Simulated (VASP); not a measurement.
**C: relaxation of cell and atoms with PBE+D3(BJ)**

C:

```
CELL_PARAMETERS angstrom
2.52210 0.00000 0.00000
-1.26105 2.18420 0.00000
0.00000 0.00000 12.35570
ATOMIC_POSITIONS crystal
C 0.66667 0.33333 0.35417
C 0.33333 0.66667 0.85417
C 0.66667 0.33333 0.14583
C 0.33333 0.66667 0.64583
C 0.66667 0.33333 0.47917
C 0.33333 0.66667 0.97917
C 0.66667 0.33333 0.02083
C 0.33333 0.66667 0.52083
C 0.00000 0.00000 0.81250
C 0.00000 0.00000 0.31250
C 0.00000 0.00000 0.68750
C 0.00000 0.00000 0.18750
```

This is a hexagonal form of diamond, not graphite.

```json
{
 "Program": "VASP 6.6.1",
 "Task": "relaxation of cell and atoms",
 "Functional": "PBE",
 "Dispersion": "D3(BJ)",
 "Potentials or basis": "VASP PAW PBE potentials, release 64 (C)",
 "Cutoff": "600 eV",
 "k mesh": "10 × 10 × 4",
 "Occupations": "gaussian, width 0.02 eV",
 "Spin": "no spin polarisation",
 "Ladder": "gaps",
 "Further INCAR settings": "ALGO = Normal; EDIFF = 1e-07; IBRION = 2; EDIFFG = -0.005; NSW = 40; ISIF = 3"
}
```

```json
{"Relaxed volume": "5.63 Å³/atom", "Relaxed cell": "a = 2.510 Å, b = 2.510 Å, c = 12.378 Å, α = 90.00°, β = 90.00°, γ = 120.00°", "Space group after relaxing (to 0.05 Å)": "P6_3/mmc (No. 194)", "Energy gained by relaxing": "2.0 meV/atom", "Ionic steps": "7", "Pressure after relaxing": "0.0 GPa", "Band gap on the k mesh": "4.46 eV, indirect (least direct gap 5.40 eV)", "Dispersion energy per atom": "-0.193 eV"}
```

The path:
```
step  energy change (eV)  largest force (eV/Å)  pressure (GPa)  volume (Å³)
   1              0.0000                0.3320           -3.32        68.06
   2              0.0038                0.4109            4.33        66.91
   3             -0.0230                0.0876            0.20        67.51
   4             -0.0219                0.1578            0.01        67.54
   5             -0.0236                0.0207            0.13        67.52
   6             -0.0236                0.0099           -0.10        67.56
   7             -0.0236                0.0016           -0.02        67.54
```

Final structure:
```
C
1.0
     2.51012    0.00000    0.00000
    -1.25506    2.17383    0.00000
     0.00000    0.00000   12.37816
C
12
Direct
  0.66667 0.33333 0.35490
  0.33333 0.66667 0.85490
  0.66667 0.33333 0.14510
  0.33333 0.66667 0.64510
  0.66667 0.33333 0.47923
  0.33333 0.66667 0.97923
  0.66667 0.33333 0.02077
  0.33333 0.66667 0.52077
  0.00000 0.00000 0.81312
  0.00000 0.00000 0.31312
  0.00000 0.00000 0.68688
  0.00000 0.00000 0.18688
```

Levels at points of the mesh, in eV from the valence-band top:
| k point | band 21 | band 22 | band 23 | band 24 | band 25 | band 26 | band 27 | band 28 |
| --- | --- | --- | --- | --- | --- | --- | --- | --- |
| (0.00, 0.00, 0.00) | -0.98 | -0.15 | 0.00 | 0.00 | 5.40 | 5.40 | 5.53 | 6.50 |
| (0.50, 0.00, 0.00) | -4.11 | -4.06 | -3.64 | -2.93 | 4.64 | 5.24 | 5.30 | 5.62 |
| (0.00, 0.00, 0.50) | -0.32 | -0.32 | -0.32 | -0.32 | 5.79 | 5.79 | 5.79 | 5.79 |
| (0.50, 0.00, 0.50) | -3.81 | -3.81 | -3.28 | -3.28 | 4.81 | 4.81 | 5.86 | 5.86 |

It took 3.5 min on 4 MPI ranks on Intel(R) Xeon(R) Platinum 8375C CPU @ 2.90GHz (Ice Lake), on a shared host, peak memory 0.26 GiB a rank.

A k mesh can miss the band edges.
